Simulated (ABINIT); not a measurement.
CuO (Tenorite):

```
CELL_PARAMETERS angstrom
2.34185 -1.71130 0.00000
2.34185 1.71130 0.00000
-0.85003 0.00000 5.05787
ATOMIC_POSITIONS crystal
Cu 0.50000 0.00000 0.50000
Cu 0.00000 0.50000 0.00000
O 0.41840 0.58160 0.75000
O 0.58160 0.41840 0.25000
```

Base run:

| Quantity | Value |
| --- | --- |
| Program | ABINIT 10.8.3 (patched build) |
| Functional | PBE |
| Potentials or basis | JTH PAW PBE v2.0 |
| Cutoff | 707 eV |
| k mesh | 8 × 8 × 4 |
| Occupations | fermi-dirac, width 0.05 eV |
| Spin | no spin polarisation |

Its results: band gap on the k mesh none (metal or under the smearing width); pressure 5.6 GPa; largest force 0.266 eV/Å.

Question: After a change of settings the same cell gave: band gap on the k mesh none (metal or under the smearing width); pressure -2.5 GPa; largest force 0.337 eV/Å. Which change was it?
A. potentials or basis from JTH PAW PBE v2.0 to Ansatz NC PBE; cutoff from 707 eV to 1252 eV
B. functional from PBE to PBEsol; k mesh from 8 × 8 × 4 to 10 × 10 × 5
C. potentials or basis from JTH PAW PBE v2.0 to SPMS NC PBE v1.0; cutoff from 707 eV to 1088 eV
D. potentials or basis from JTH PAW PBE v2.0 to SG15 NC PBE v1.2; cutoff from 707 eV to 1143 eV

Answer: B.

Caveats: the run has no spin polarisation, though such a crystal can be magnetic; semilocal functionals often make such compounds metallic where correlation or magnetic order opens a gap, which also shifts bond lengths; the PAW data sets were made with another functional, which shifts forces and pressure a little (some runs).
